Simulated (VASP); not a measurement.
# Ga: intraband terms of a metal's spectrum

Ga, C2/c (no. 15), 2 atoms in the cell. PBE, independent-particle dielectric function; PAW potentials Ga_d (PBE set).

## Input

INCAR.step1:
```
PREC     = Accurate       # precision mode
ENCUT    = 330            # plane-wave cutoff, eV
ISMEAR   = 1              # smearing method
SIGMA    = 0.1            # smearing width, eV
EDIFF    = 1E-7           # SCF threshold, eV
LASPH    = True           # aspherical terms in the spheres
KPAR     = 4            
LWAVE    = False          # write WAVECAR
LCHARG   = True           # write CHGCAR
LMAXMIX  = 4              # l up to which the mixer works
```

INCAR.step2:
```
PREC     = Accurate       # precision mode
ENCUT    = 330            # plane-wave cutoff, eV
ISMEAR   = 0              # smearing method
SIGMA    = 0.3            # smearing width, eV
EDIFF    = 1E-6           # SCF threshold, eV
LASPH    = True           # aspherical terms in the spheres
KPAR     = 4            
LWAVE    = True           # write WAVECAR
LCHARG   = False          # write CHGCAR
LMAXMIX  = 4              # l up to which the mixer works
ICHARG   = 11             # starting density
NBANDS   = 31             # bands
NEDOS    = 3000           # points of the DOS
OMEGAMAX = 30           
CSHIFT   = 0.1           
```

INCAR.step3, as INCAR.step2 but for:
```
- LWAVE = True
+ LWAVE = False
+ LOPTICS = True
+ ALGO = None
+ NELM = 1
+ ISTART = 1
```

INCAR.step4, as INCAR.step3 but for:
```
+ WPLASMAI = 0.03
```

INCAR.step5 to INCAR.step6 change the same tag again: WPLASMAI = 0.1, 0.3.

INCAR.step7, as INCAR.step6 but for:
```
- WPLASMAI = 0.3
+ RTIME = 40
```

INCAR.step8, as INCAR.step7 but for:
```
- RTIME = 40
+ RTIME = 20
```

INCAR.step9, as INCAR.step8 but for:
```
- RTIME = 20
+ LNABLA = True
```

INCAR.step10, as INCAR.step9 but for:
```
- ISMEAR = 0
- LNABLA = True
+ ISMEAR = -5
```

KPOINTS.step1:
```
k-points
0
Gamma
  10 10 8
```

KPOINTS.step2:
```
k-points
0
Gamma
  9 9 7
```

POSCAR:
```
Ga
1.0
    1.3830000000     -4.0265000000      0.0000000000
    1.3830000000      4.0265000000      0.0000000000
   -0.1174474948      0.0000000000      3.3299294416
Ga
2
Direct
    0.1310000000      0.8690000000      0.7500000000
    0.8690000000      0.1310000000      0.2500000000
```

Commands (each step's output is kept before the next begins):
```
cat potpaw_PBE.64/Ga_d/POTCAR > POTCAR
cp INCAR.step1 INCAR
cp KPOINTS.step1 KPOINTS
mpirun -np 4 vasp_std > vasp.out
cp INCAR.step2 INCAR
cp KPOINTS.step2 KPOINTS
mpirun -np 4 vasp_std > vasp.out
cp INCAR.step3 INCAR
mpirun -np 4 vasp_std > vasp.out
cp INCAR.step4 INCAR
mpirun -np 4 vasp_std > vasp.out
cp INCAR.step5 INCAR
mpirun -np 4 vasp_std > vasp.out
cp INCAR.step6 INCAR
mpirun -np 4 vasp_std > vasp.out
cp INCAR.step7 INCAR
mpirun -np 4 vasp_std > vasp.out
cp INCAR.step8 INCAR
mpirun -np 4 vasp_std > vasp.out
cp INCAR.step9 INCAR
mpirun -np 4 vasp_std > vasp.out
cp INCAR.step10 INCAR
mpirun -np 4 vasp_std > vasp.out
```

## Result

- Bands: 31

One ground state, settings moved in the last step alone:

| Settings | Plasma frequency (eV) | Im ε at 0.5 eV | Im ε at 1 eV | Im ε at 2 eV | Im ε at 4 eV | Time (s) |
|---|---|---|---|---|---|---|
| interband part alone | 11.57 | 48.3 | 45.3 | 31.1 | 3.0 | 12 |
| Drude term, WPLASMAI 0.03 | 11.57 | 80.3 | 49.3 | 31.6 | 3.0 | 12 |
| Drude term, WPLASMAI 0.1 | 11.57 | 151.2 | 58.6 | 32.7 | 3.2 | 12 |
| Drude term, WPLASMAI 0.3 | 11.57 | 284.5 | 82.1 | 36.0 | 3.6 | 12 |
| relaxation time RTIME 40 fs | 11.57 | 65.9 | 47.5 | 31.3 | 3.0 | 12 |
| relaxation time RTIME 20 fs | 11.57 | 83.4 | 49.7 | 31.6 | 3.0 | 12 |
| transversal form (LNABLA) | 11.62 | 48.7 | 45.8 | 31.4 | 3.0 | 10 |
| tetrahedron method | – | – | – | – | – | no result |

VASP 6.6.1 took 126 s on 4 cores (Intel Xeon Platinum 8259CL @ 2.50GHz (Skylake/Cascade Lake)), a shared host.
